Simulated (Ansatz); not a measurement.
Runs of Ansatz 0.2.0 on Sn. It takes space group I4/mmm (No. 139, tetragonal). Conventional cell: a = 4.058 Å, b = 4.058 Å, c = 3.322 Å, α = 90.00°, β = 90.00°, γ = 90.00°. Around Sn (site symmetry 4/mmm) lie 10 Sn at 3.32 Å. This isn't the form of Sn at room conditions, which is tetragonal (white tin).

| task | level | spin | cell | k mesh | cutoff (eV) | points for each segment of the path | gap on the mesh (eV) | pressure (GPa) | relaxed volume (Å³/atom) |
| --- | --- | --- | --- | --- | --- | --- | --- | --- | --- |
| band structure | r2SCAN | SOC, no magnetisation | as given | 7 × 7 × 7 | 500 | 14 | none | 0.4 | - |
| relaxation of cell and atoms | BLYP | off | relaxed | 10 × 10 × 10 | 420 | - | none | 0.0 | (b) |
| band structure | r2SCAN | off | as given | 10 × 10 × 10 | 500 | 14 | none | (a) | - |
| relaxation of cell and atoms | PBEsol+D3(BJ) | off | relaxed | 10 × 10 × 10 | 420 | - | none | 0.0 | 25.07 |
| band structure | BLYP | off | as given | 10 × 10 × 10 | 420 | 14 | none | 5.5 | - |

Alike in all rows: potentials or basis Ansatz PAW; smearing fermi-dirac 0.05 eV.

**Question.** Estimate the missing entries.

**Answer.** (a) -0.5; (b) 30.97.

Caveats: the PAW data sets come from PBE, with cores solved anew for the run's functional, which leaves a small shift of forces and pressure; the plane-wave basis is chosen anew once the cell has moved, so the energies of steps on either side of that aren't comparable (some runs); spin-orbit coupling is left out, which moves the levels of the heavy elements (some runs); pairwise dispersion overbinds metals, which lowers pressure and volume (some runs).

A k mesh can miss the band edges, and rows without SOC leave out spin-orbit coupling on Sn.

A gap of «none» marks a metal or a gap under the smearing width.

Runs at the PBE level aren't shown here.
